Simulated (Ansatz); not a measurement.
# InSe: changing the functional

The cell as given:

```cif
data_structure
_symmetry_space_group_name_H-M 'P-6m2'
_symmetry_Int_Tables_number 187
_cell_length_a 4.0473
_cell_length_b 4.0473
_cell_length_c 18.0521
_cell_angle_alpha 90.000
_cell_angle_beta 90.000
_cell_angle_gamma 120.000
_cell_volume 256.09
loop_
_atom_site_label
_atom_site_type_symbol
_atom_site_symmetry_multiplicity
_atom_site_Wyckoff_symbol
_atom_site_fract_x
_atom_site_fract_y
_atom_site_fract_z
_atom_site_occupancy
In1 In 2 h 0.33333 0.66667 0.07739 1
In2 In 2 g 0.00000 0.00000 0.42261 1
Se1 Se 2 h 0.33333 0.66667 0.35298 1
Se2 Se 2 i 0.66667 0.33333 0.14700 1
```

Measurements of this composition are mostly on another form, of space group No. 160.

Kept alike: task relaxation of cell and atoms; k mesh 8 × 8 × 2; occupations fermi-dirac, width 0.05 eV; no spin polarisation. Program: Ansatz, Ansatz PAW. Cutoffs run from 420 to 500 eV. The mesh is that of the run's cell of 8 atoms. No spin-orbit coupling.

| run | band gap (eV) | volume (Å³/atom) | first edge of the run's cell (Å) | third edge of the run's cell (Å) |
| --- | --- | --- | --- | --- |
| A | 0.180 | 27.807 | 3.973 | 16.271 |
| B | 0.932 | 30.784 | 4.043 | 17.394 |
| C | 0.368 | 29.335 | 4.009 | 16.863 |

Spin-orbit coupling, left out here, moves the band edges of heavy atoms and can close or invert small gaps. Gaps hold for each row's own relaxed cell. The relaxations keep at least the cell's symmetry (P-6m2). Relaxations stop with a little pressure left, so the last digits of a volume or edge aren't settled. A gap read on the mesh alone can miss an edge between its points. All rows use potentials made for PBE.

**Question.** The runs differ in the functional (and the cutoff that goes with it) alone: LDA; PBEsol; r2SCAN. Which run is which?

**Answer.** Run A is LDA; run B is r2SCAN; run C is PBEsol. The band gap runs from 0.180 (LDA) to 0.932 eV (r2SCAN). The volume runs from 27.807 (LDA) to 30.784 Å³/atom (r2SCAN). The first edge of the run's cell runs from 3.973 (LDA) to 4.043 Å (r2SCAN). The third edge of the run's cell runs from 16.271 (LDA) to 17.394 Å (r2SCAN).
